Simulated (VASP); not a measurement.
# In2Se2 monolayer: relaxation and electronic structure, part 3 of 3

Wanted: how In2Se2 monolayer relaxes, and what it costs to take an electron out.

VASP 6.6.1; PBEsol with D3(BJ); plane waves and PAW (Se, In).

So far. Step 2 (Relaxing the slab): An edge in the plane moved by 4 %, while the plane waves stayed those of the start. The cell reached is therefore not relaxed on a basis of its own, and a second relaxation, which would tell, was not made. Step 3 (Potential and states of the slab): The vacuum level lies 6.10 eV above the highest filled level at the upper face; both faces agree, as the slab has next to no dipole.

## 4. The slab in a field, field -0.1

A field across the slab, with the atoms held, gives the electronic response: the dipole changes linearly with the field, and the energy has a linear term from the slab's own dipole and a quadratic one from its polarisability.

INCAR reads:

```
SYSTEM = InSe
PREC = Normal
ENCUT = 300
EDIFF = 1E-06
NELM = 120
ISMEAR = -1
SIGMA = 0.05
LREAL = .FALSE.
ALGO = Fast
GGA = PS
IVDW = 12
NBANDS = 15
LORBIT = 11
LWAVE = .FALSE.
LCHARG = .FALSE.
KPAR = 2
LASPH = .TRUE.
IDIPOL = 3
LDIPOL = .TRUE.
DIPOL = 0.5 0.5 0.5
EFIELD = -0.1
LVHAR = .TRUE.
```

POSCAR reads:

```
InSe
1.0
    3.9676856857      0.0000000000      0.0000000000
   -1.9838428429      3.4361165980      0.0000000000
    0.0000000000      0.0000000000     23.1429094641
Se In
2 2
Direct
    0.3333333333      0.6666666667      0.3838959257
    0.3333333333      0.6666666667      0.6161040743
    0.0000000000      0.0000000000      0.4406734423
    0.0000000000      0.0000000000      0.5593265577
```

KPOINTS reads:

```
Automatic mesh
0
Gamma
12 12 1
0 0 0
```

The projector-augmented-wave data sets are Se and In (PBE family, release 64).

Started as:

```console
> mpirun -np 2 vasp_std
```

What it wrote:

```text
[banner, memory and clock lines left out]
running    2 mpi-ranks, on    1 nodes
 distrk:  each k-point on    1 cores,    2 groups
 distr:  one band on    1 cores,    1 groups

 POSCAR found type information on POSCAR SeIn
 POSCAR found :  2 types and       4 ions
 [... a notice as in an earlier step ...]

 LDA part: xc-table for (Slater+PW92), standard interpolation
 POSCAR, INCAR and KPOINTS ok, starting setup
 FFT: planning ... GRIDC
 FFT: planning ... GRID_SOFT
 FFT: planning ... GRID
 WAVECAR not read
 entering main loop
       N       E                     dE             d eps       ncg     rms          rms(c)
DAV:   1     0.966613792188E+02    0.96661E+02   -0.41109E+03   570   0.539E+02
DAV:   2    -0.223753163361E+01   -0.98899E+02   -0.93003E+02   811   0.123E+02
DAV:   3    -0.156437642183E+02   -0.13406E+02   -0.13269E+02   738   0.535E+01
DAV:   4    -0.160215953104E+02   -0.37783E+00   -0.37698E+00   752   0.110E+01
DAV:   5    -0.160300061197E+02   -0.84108E-02   -0.84099E-02   782   0.149E+00    0.689E+00
RMM:   6    -0.155966036687E+02    0.43340E+00   -0.44992E-01   634   0.267E+00    0.404E+00
RMM:   7    -0.155206950165E+02    0.75909E-01   -0.31820E-01   670   0.234E+00    0.841E-01
RMM:   8    -0.155068616966E+02    0.13833E-01   -0.29197E-02   673   0.921E-01    0.231E-01
RMM:   9    -0.155071252386E+02   -0.26354E-03   -0.51574E-03   743   0.402E-01    0.176E-01
RMM:  10    -0.155070288244E+02    0.96414E-04   -0.74094E-04   728   0.153E-01    0.754E-02
RMM:  11    -0.155069525714E+02    0.76253E-04   -0.28930E-04   721   0.978E-02    0.239E-02
RMM:  12    -0.155069751741E+02   -0.22603E-04   -0.10211E-04   747   0.484E-02    0.215E-02
RMM:  13    -0.155070450194E+02   -0.69845E-04   -0.95462E-05   702   0.406E-02    0.238E-02
RMM:  14    -0.155070887096E+02   -0.43690E-04   -0.13821E-05   712   0.178E-02    0.887E-03
RMM:  15    -0.155071617100E+02   -0.73000E-04   -0.10125E-05   662   0.134E-02    0.240E-03
RMM:  16    -0.155071774787E+02   -0.15769E-04   -0.37170E-06   592   0.726E-03    0.308E-03
RMM:  17    -0.155071940462E+02   -0.16568E-04   -0.23806E-06   602   0.615E-03    0.299E-03
RMM:  18    -0.155071972403E+02   -0.31941E-05   -0.29784E-07   476   0.236E-03    0.125E-03
RMM:  19    -0.155072018207E+02   -0.45804E-05   -0.47042E-07   489   0.266E-03    0.182E-03
RMM:  20    -0.155072047611E+02   -0.29404E-05   -0.83744E-08   303   0.148E-03    0.320E-04
RMM:  21    -0.155072065921E+02   -0.18310E-05   -0.17942E-07   394   0.181E-03    0.513E-04
RMM:  22    -0.155072067877E+02   -0.19557E-06   -0.34255E-09   184   0.813E-04
   1 F= -.16334069E+02 E0= -.16334069E+02  d E =-.149825E-08
```

Elapsed: 11 s, on 2 MPI ranks of Intel Xeon 6975P-C (Granite Rapids), shared host; peak memory 0.38 GiB.

From OUTCAR (step 4):

```text
The static configuration has the point symmetry D_3h.

 Found     19 irreducible k-points:

   NELECT =      18.0000    total number of electrons

 dipolmoment           0.000000      0.000000     -0.054546 electrons x Angstroem

 E-fermi :  -2.1024

 k-point     1 :       0.0000    0.0000    0.0000
  band No.  band energies     occupation
    ...
      5      -3.4122      2.00000
      6      -3.4122      2.00000
      7      -3.3261      2.00000
      8      -3.3261      2.00000
      9      -3.1835      2.00000
     10      -1.2648      0.00000
     11      -0.0853      0.00000
     12       2.1645      0.00000
     13       2.1645      0.00000
     14       2.3978      0.00000
    ...

 k-point     2 :       0.0833   -0.0000    0.0000
  band No.  band energies     occupation
    ...
      5      -3.8624      2.00000
      6      -3.7613      2.00000
      7      -3.5043      2.00000
      8      -3.4082      2.00000
      9      -3.1329      2.00000
     10      -0.8786      0.00000
     11       0.3255      0.00000
     12       1.7175      0.00000
     13       2.2319      0.00000
     14       2.4825      0.00000
    ...

 Edisp (eV)   -0.82686

  Total      -0.02893    -0.02893     0.00149     0.00000     0.00000     0.00000
  in kB      -0.14693    -0.14693     0.00759     0.00000     0.00000     0.00000
  external pressure =       -0.10 kB  Pullay stress =        0.00 kB

 POSITION                                       TOTAL-FORCE (eV/Angst)
 -----------------------------------------------------------------------------------
     -0.00000      2.29074      8.88447        -0.000000      0.000000     -0.014175
     -0.00000      2.29074     14.25844        -0.000000     -0.000000     -0.021200
      0.00000      0.00000     10.19847        -0.000000      0.000000      0.006270
      0.00000      0.00000     12.94444         0.000000      0.000000      0.029105
 -----------------------------------------------------------------------------------
    total drift:                                0.000003     -0.000002     -0.000047

  FREE ENERGIE OF THE ION-ELECTRON SYSTEM (eV)
  ---------------------------------------------------
  free  energy   TOTEN  =       -16.3340688620 eV

  energy  without entropy=      -16.3340688605  energy(sigma->0) =      -16.33406886

 vacuum level on the upper side and lower side of the slab         3.742         2.246

 total charge
# of ion       s       p       d       tot
------------------------------------------
    1        1.474   2.332   0.020   3.826
    2        1.476   2.327   0.020   3.823
    3        1.217   1.323   0.188   2.728
    4        1.215   1.325   0.188   2.728
--------------------------------------------------
tot          5.381   7.307   0.416  13.104

[... 8 parts as in an earlier step ...]

[... 5 further parts left out ...]
```

This step gave:

- Fermi energy: -2.102 eV
- dipole moment: 0, 0, -0.05455 e·Å
- gap on the k-mesh: 1.838 eV

Zero at the Fermi level. Planar average of the electrostatic potential against height:

```tsv
height (Å)	planar average of the electrostatic potential (eV)
0	5.10
1	4.40
2	4.50
3	4.60
4	4.70
5	4.80
6	4.89
7	4.85
8	2.26
9	-7.06
10	-6.85
11	-1.39
12	-0.0251
13	-6.82
14	-7.72
15	0.594
16	4.97
17	5.27
18	5.38
19	5.48
20	5.58
21	5.68
22	5.78
23	5.45
```

VASP counts the dipole in electrons times Å, so a positive number points the physical dipole along −c. A positive EFIELD is likewise a physical field along −c.

Energy at zero smearing: -16.33407 eV.

## 5. The slab in a field, field 0.1

Changes to INCAR since step 4:

```diff
@@ -20,3 +20,3 @@
 DIPOL = 0.5 0.5 0.5
-EFIELD = -0.1
+EFIELD = 0.1
 LVHAR = .TRUE.
```

POSCAR is that of step 4.

KPOINTS is that of step 4.

Started as:

```console
> mpirun -np 2 vasp_std
```

What it wrote:

```text
[... set-up lines as in an earlier step ...]
 entering main loop
       N       E                     dE             d eps       ncg     rms          rms(c)
DAV:   1     0.966681377538E+02    0.96668E+02   -0.41125E+03   570   0.539E+02
DAV:   2    -0.278959618253E+01   -0.99458E+02   -0.94526E+02   835   0.123E+02
DAV:   3    -0.156809978140E+02   -0.12891E+02   -0.12761E+02   745   0.526E+01
DAV:   4    -0.160224130982E+02   -0.34142E+00   -0.34074E+00   745   0.105E+01
DAV:   5    -0.160299913518E+02   -0.75783E-02   -0.75770E-02   780   0.143E+00    0.688E+00
RMM:   6    -0.155966420067E+02    0.43335E+00   -0.45038E-01   634   0.267E+00    0.404E+00
RMM:   7    -0.155206923674E+02    0.75950E-01   -0.31751E-01   671   0.234E+00    0.840E-01
RMM:   8    -0.155068587012E+02    0.13834E-01   -0.29071E-02   676   0.920E-01    0.231E-01
RMM:   9    -0.155071240848E+02   -0.26538E-03   -0.51562E-03   747   0.401E-01    0.177E-01
RMM:  10    -0.155070276000E+02    0.96485E-04   -0.73545E-04   725   0.152E-01    0.749E-02
RMM:  11    -0.155069520458E+02    0.75554E-04   -0.28541E-04   724   0.965E-02    0.236E-02
RMM:  12    -0.155069750159E+02   -0.22970E-04   -0.10231E-04   746   0.479E-02    0.212E-02
RMM:  13    -0.155070442368E+02   -0.69221E-04   -0.95813E-05   705   0.402E-02    0.231E-02
RMM:  14    -0.155070860310E+02   -0.41794E-04   -0.12576E-05   712   0.173E-02    0.863E-03
RMM:  15    -0.155071612856E+02   -0.75255E-04   -0.11004E-05   666   0.136E-02    0.230E-03
RMM:  16    -0.155071771625E+02   -0.15877E-04   -0.35655E-06   597   0.742E-03    0.321E-03
RMM:  17    -0.155071938839E+02   -0.16721E-04   -0.24537E-06   597   0.619E-03    0.291E-03
RMM:  18    -0.155071970529E+02   -0.31691E-05   -0.30084E-07   481   0.237E-03    0.137E-03
RMM:  19    -0.155072018434E+02   -0.47905E-05   -0.47767E-07   490   0.268E-03    0.178E-03
RMM:  20    -0.155072045694E+02   -0.27260E-05   -0.71638E-08   296   0.134E-03    0.604E-04
RMM:  21    -0.155072065989E+02   -0.20295E-05   -0.19882E-07   408   0.185E-03    0.501E-04
RMM:  22    -0.155072067981E+02   -0.19911E-06   -0.36409E-09   187   0.792E-04
   1 F= -.16334069E+02 E0= -.16334069E+02  d E =-.149906E-08
```

The job ended after 11 s (2 MPI ranks; peak memory 0.38 GiB).

From OUTCAR (step 5):

```text
   NELECT =      18.0000    total number of electrons

 dipolmoment           0.000000      0.000000      0.054546 electrons x Angstroem

 E-fermi :  -2.1026

 k-point     1 :       0.0000    0.0000    0.0000
  band No.  band energies     occupation
    ...
      5      -3.4122      2.00000
      6      -3.4122      2.00000
      7      -3.3261      2.00000
      8      -3.3261      2.00000
      9      -3.1835      2.00000
     10      -1.2648      0.00000
     11      -0.0853      0.00000
     12       2.1645      0.00000
     13       2.1645      0.00000
     14       2.3977      0.00000
    ...

 Edisp (eV)   -0.82686

  Total      -0.02893    -0.02893     0.00151     0.00000    -0.00000    -0.00000
  in kB      -0.14689    -0.14689     0.00768     0.00000    -0.00000    -0.00000
  external pressure =       -0.10 kB  Pullay stress =        0.00 kB

 POSITION                                       TOTAL-FORCE (eV/Angst)
 -----------------------------------------------------------------------------------
     -0.00000      2.29074      8.88447        -0.000000     -0.000000      0.021204
     -0.00000      2.29074     14.25844         0.000000     -0.000000      0.014165
      0.00000      0.00000     10.19847        -0.000000      0.000000     -0.029105
      0.00000      0.00000     12.94444        -0.000000     -0.000000     -0.006264
 -----------------------------------------------------------------------------------
    total drift:                                0.000003     -0.000001      0.000033

  FREE ENERGIE OF THE ION-ELECTRON SYSTEM (eV)
  ---------------------------------------------------
  free  energy   TOTEN  =       -16.3340688723 eV

  energy  without entropy=      -16.3340688709  energy(sigma->0) =      -16.33406887

 vacuum level on the upper side and lower side of the slab         2.246         3.742

[... 12 parts as in an earlier step ...]

[... 5 further parts left out ...]
```

Numbers from this step:

```yaml
fermi_energy: -2.103 eV
dipole_moment: 0, 0, 0.05455 e·Å
```

Zero at the Fermi level. Planar average of the electrostatic potential against height:

```tsv
height (Å)	planar average of the electrostatic potential (eV)
0.0	5.10
0.5	5.84
1.0	5.79
1.5	5.74
2.0	5.69
2.5	5.64
3.0	5.59
3.5	5.54
4.0	5.49
4.5	5.44
5.0	5.39
5.5	5.34
6.0	5.29
6.5	5.21
7.0	5.05
7.5	4.52
8.0	2.33
8.5	-4.50
9.0	-7.02
9.5	-7.65
10.0	-6.82
10.5	-5.68
11.0	-1.39
11.5	2.13
12.0	-0.0308
12.5	-4.72
13.0	-6.85
13.5	-7.04
14.0	-7.75
14.5	-5.57
15.0	0.533
15.5	4.06
16.0	4.79
16.5	4.91
17.0	4.90
17.5	4.86
18.0	4.81
18.5	4.77
19.0	4.72
19.5	4.67
20.0	4.62
20.5	4.57
21.0	4.52
21.5	4.47
22.0	4.42
22.5	4.37
23.0	4.75
```

Energy at zero smearing: -16.33407 eV.

## 6. Derived quantities

This step: slab, PBEsol + D3(BJ); plane waves and PAW (VASP 6.6.1).

This step runs nothing: it gathers the runs above.

This step gave:

```yaml
polarisability_per_area_of_the_slab_or_monolayer: 0.5761 Å
ionisation_potential_at_the_upper_face: 6.096 eV
```

VASP counts both for electrons: a positive EFIELD is a field along -c, and a positive dipole, in electrons times A, points along -c. Field, by row:

```tsv
EFIELD (eV/Å)	dipole along z (e Å)	energy change (eV)
-0.1	-0.05455	-0.002726
0	0	0
0.1	0.05455	-0.002726
```

The polarisability is the slope of the dipole against the field, as a volume for each unit of area.

## 7. Slab, other settings

This step: PBEsol with D3(BJ); plane waves and PAW (Se, In) (VASP 6.6.1).

The run is repeated with some settings moved, to see what they change.

Changes to INCAR since step 5:

```diff
@@ -20,3 +20,5 @@
 DIPOL = 0.5 0.5 0.5
-EFIELD = 0.1
 LVHAR = .TRUE.
+LVACPOTAV = .TRUE.
+ADDGRID = .TRUE.
+NELECT = 19
```

POSCAR is that of step 5.

KPOINTS is that of step 5.

Started as:

```console
> mpirun -np 2 vasp_std
```

What it wrote:

```text
[banner, memory and clock lines left out]
running    2 mpi-ranks, on    1 nodes
[...]
|                                                                             |
|               ----> ADVICE to this user running VASP <----                  |
|                                                                             |
|     You enforced a specific xc type in the INCAR file but a different       |
|     [... a line on the potential file left out ...]
|     I HOPE YOU KNOW WHAT YOU ARE DOING!                                     |
|                                                                             |

|                                                                             |
|     EEEEEEE  RRRRRR   RRRRRR   OOOOOOO  RRRRRR      ###     ###     ###     |
|     E        R     R  R     R  O     O  R     R     ###     ###     ###     |
|     E        R     R  R     R  O     O  R     R     ###     ###     ###     |
|     EEEEE    RRRRRR   RRRRRR   O     O  RRRRRR       #       #       #      |
|     E        R   R    R   R    O     O  R   R                               |
|     E        R    R   R    R   O     O  R    R      ###     ###     ###     |
|     EEEEEEE  R     R  R     R  OOOOOOO  R     R     ###     ###     ###     |
|                                                                             |
|     LDIPOL = .TRUE. must be selected only for cubic supercells, since       |
|     the quadrupole corrections are currently only implemented for this      |
|     specific geometry.                                                      |
|     Please change your box, or set LDIPOL=.FALSE.                           |
|                                                                             |
|       ---->  I REFUSE TO CONTINUE WITH THIS SICK JOB ... BYE!!! <----       |
|                                                                             |

1
1
```

Elapsed: 2.6 s, on 2 MPI ranks.

Other runs of this cell carry LDIPOL without an error; here NELECT leaves a net charge, and the program allows the two together in cubic cells alone.

VASP stopped before it finished a first electronic cycle.

VASP's message: “LDIPOL = .TRUE. must be selected only for cubic supercells, since the quadrupole corrections are currently only implemented for this”. No number of this run is used.

Settings moved from the usual: ADDGRID = True and NELECT = 19.0.

NELECT differs from the neutral count, so the cell is charged against a uniform background: another system, not a numerical setting.

## 8. Results

```
ionisation potential of the slab                 : 6.10 eV
polarisability per area of the slab or monolayer : 0.576 Å
```

The ionisation potential is 6.10 eV at both faces. The atom that ends on top (Se) moved outwards by 0.12 Å, counted from the mean of all atoms. Semilocal band edges put the ionisation potential too low and the gap too small. The slab has a gap, so the level below the vacuum is counted from the highest filled level.

[Lines on the potential files, build, host, timing and source positions are cut from VASP's logs without a mark.]

[Logs are printed without paths, hosts, clocks, repeated set-up lines and the standing remarks that a program may print on its own settings, such as how far it seeks lower states.]

[Hosts, paths, dates, database ids (printed as entryN), source tags and the programs' standing remarks are cut or masked in the printed files.]

[In band tables of VASP the shares of atoms and orbitals are scaled to a sum of 1 inside the atoms' spheres.]

[Runs that stopped without an error message from VASP are left out.]
